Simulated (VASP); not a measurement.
## MgS: relaxation of cell and atoms with PBE

Crystal: MgS.

```
Mg S
1.0
     0.00000    2.60165    2.60165
     2.60165    0.00000    2.60165
     2.60165    2.60165    0.00000
Mg S
1 1
Direct
  0.99750 0.99680 0.00310
  0.50250 0.50320 0.49690
```

The cell isn't the ideal one: all atoms moved at random, sigma 0.02 Å a component.

```yaml
Program: VASP 6.6.1
Task: relaxation of cell and atoms
Functional: PBE
Potentials_or_basis: VASP PAW PBE potentials, release 64 (Mg, S)
Cutoff: 600 eV
k_mesh: 9 × 9 × 9
Occupations: gaussian, width 0.05 eV
Spin: no spin polarisation
Further_INCAR_settings: ALGO = Fast; EDIFF = 1e-06; IBRION = 2; EDIFFG = -0.005; NSW = 40; ISIF = 3
```

- Relaxed volume: 17.82 Å³/atom
- Relaxed cell: a = 3.694 Å, b = 3.694 Å, c = 3.693 Å, α = 60.00°, β = 60.00°, γ = 59.99°
- Space group after relaxing (to 0.05 Å): Fm-3m (No. 225)
- Energy gained by relaxing: 1.2 meV/atom
- Ionic steps: 8
- Pressure after relaxing: 0.0 GPa
- Band gap on the k mesh: 2.88 eV, indirect (least direct gap 3.62 eV)

The path:
```
step  energy change (eV)  largest force (eV/Å)  pressure (GPa)  volume (Å³)
   1              0.0000                0.0837            0.92        35.22
   2             -0.0017                0.0554           -0.25        35.74
   3             -0.0017                0.0577           -0.11        35.69
   4             -0.0017                0.0571           -0.14        35.70
   5             -0.0020                0.0408           -0.09        35.68
   6             -0.0024                0.0023            0.03        35.61
   7             -0.0024                0.0008            0.03        35.61
   8             -0.0024                0.0005           -0.01        35.63
```

Final structure:
```yaml
crystal:
  lattice:
    - [0.00000, 2.61167, 2.61218]
    - [2.61166, 0.00000, 2.61218]
    - [2.61166, 2.61166, 0.00000]
  atoms:
    - { symbol: Mg, position: [0.00001, 0.00002, 0.99998] }
    - { symbol: S, position: [0.49999, 0.49998, 0.50002] }
```

Levels at points of the mesh, in eV from the valence-band top:
| k point | band 1 | band 2 | band 3 | band 4 | band 5 | band 6 | band 7 | band 8 |
| --- | --- | --- | --- | --- | --- | --- | --- | --- |
| (0.00, 0.00, 0.00) | -12.60 | 0.00 | 0.00 | 0.00 | 3.62 | 7.96 | 7.96 | 7.96 |

Run time: 9.7 min on 1 thread of AMD EPYC 7R13 Processor (Zen 3), on a shared host, peak memory 0.27 GiB.

Caveat: an odd mesh through Γ misses points on the zone boundary, where band edges often lie. PBE usually gives volumes a little too large and moduli too small.
